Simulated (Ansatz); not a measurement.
A strain series on PbF2 (fluorite): uniaxial along x, other directions held

PbF2 built on the fluorite prototype, relaxed with r2SCAN in Ansatz 0.2.0, then strained (uniaxial along x, other directions held; changes of length per length, axes as in the cell below) with the atoms relaxed again within the symmetry that is left. The symmetry is Fm-3m (No. 225, cubic); conventional cell a = 5.921 Å, 17.30 Å³ an atom. Pb has 8 F at 2.56 Å; F has 4 Pb at 2.56 Å. Spin-unpolarised throughout; all numbers are computed.

```yaml
crystal:
  lattice:
    - [0.00000, 2.96044, 2.96044]
    - [2.96044, 0.00000, 2.96044]
    - [2.96044, 2.96044, 0.00000]
  atoms:
    - { symbol: Pb, position: [0.00000, 0.00000, 0.00000] }
    - { symbol: F, position: [0.25000, 0.25000, 0.25000] }
    - { symbol: F, position: [0.75000, 0.75000, 0.75000] }
```

Gaps are the least over each mesh (PBE 8×8×8, r2SCAN 8×8×8, HSE06 6×6×6 when unstrained) and the special points, which keep their unstrained names; stress is the change from the unstrained cell, compression positive.

```
strain (%)  gap, PBE (eV)  gap, r2SCAN (eV)  gap, HSE06 (eV)               edges, HSE06  stress along the strain, r2SCAN (GPa)  energy rise, r2SCAN (meV/atom)
       0.0          4.419             4.931            5.727                      W → X                                   0.00                             0.0
      +1.0          4.399             4.911            5.712  (0.234, -1/2, -0.266) → X                                  -1.12                             0.6
     +2.54          4.362             4.874            5.682  (0.214, -1/2, -0.286) → X                                  -2.77                             3.8
      +5.0          4.292             4.803            5.617      (1/6, -1/2, -1/3) → X                                  -5.27                            14.5
```

No spin-orbit coupling is included; it can move band edges with weight on the heavy atoms by tenths of an eV.

Where an edge lies off the special points, it is a point of the mesh or the k point where a search put PBE's edge or least direct gap, reused for the other functionals, whose own edges may lie a little apart.

Coordinates of k points refer to the reciprocal vectors of the primitive cell of the runs.

The meshes of the hybrids are coarse, so their gaps aren't converged to the digits shown.
